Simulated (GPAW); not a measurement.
TePb, 2 atoms in the cell. The structure is cubic, space group Pm-3m (No. 221). The conventional cell has a = 4.002 Å, b = 4.002 Å, c = 4.002 Å, α = 90.00°, β = 90.00°, γ = 90.00°. Pb (site symmetry m-3m) is surrounded by 8 Te at 3.47 Å. Around Te (site symmetry m-3m) lie 8 Pb at 3.47 Å. Measurements of this composition are mostly on another form, of space group No. 225.

```yaml
Program: GPAW 26.7.0
Task: relaxation of cell and atoms
Functional: revPBE
Dispersion: D4
Potentials_or_basis: the program's PAW data sets (release 1.2.1) made for this functional
Cutoff: 600 eV
Basis: pw
k_mesh: 7 × 7 × 7
Occupations: fermi-dirac, width 0.05 eV
Spin: no spin polarisation
Maxiter: 150
Optimizer: BFGS
Fmax: 0.02 eV/Å
Max_steps: 40
Convergence: density=1e-05 forces=0.0001
```

Potentials or basis: the program's PAW data sets (release 1.2.1) made for this functional, pw.

Command:

```console
$ OMP_NUM_THREADS=1 python run.py
```

Hardware: 1 thread of Arm Neoverse V1, on a shared host.

Problem. Estimate the wall time of this run.

Solution. Run time: 81 s on 1 thread of Arm Neoverse V1, with other jobs on the host, peak memory 0.22 GiB. Counts: scf iterations 59, plane waves 2170, bands 19, k points 20, ion steps 6.
